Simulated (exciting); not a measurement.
Crystal: Li2S.

```
CELL_PARAMETERS angstrom
0.00000 2.84450 2.84450
2.84450 0.00000 2.84450
2.84450 2.84450 0.00000
ATOMIC_POSITIONS crystal
S 0.00000 0.00000 0.00000
Li 0.75000 0.75000 0.75000
Li 0.25000 0.25000 0.25000
```

Base run:

```yaml
Program: exciting (release sodium)
Functional: revPBE
Potentials_or_basis: all-electron LAPW+lo, shipped species files, valence relativity zora
rgkmax: 7
k_mesh: 8 × 8 × 8
Occupations: fermi-dirac, width 0.05 eV
Spin: no spin polarisation
```

Its results: band gap on the k mesh 3.52 eV, indirect (least direct gap 4.43 eV).

Problem. The run is repeated on the same cell with these changes: functional from revPBE to LDA. What comes out?

Solution. Band gap on the k mesh 3.17 eV, indirect (least direct gap 4.08 eV).

Not every run made on this cell is shown here.
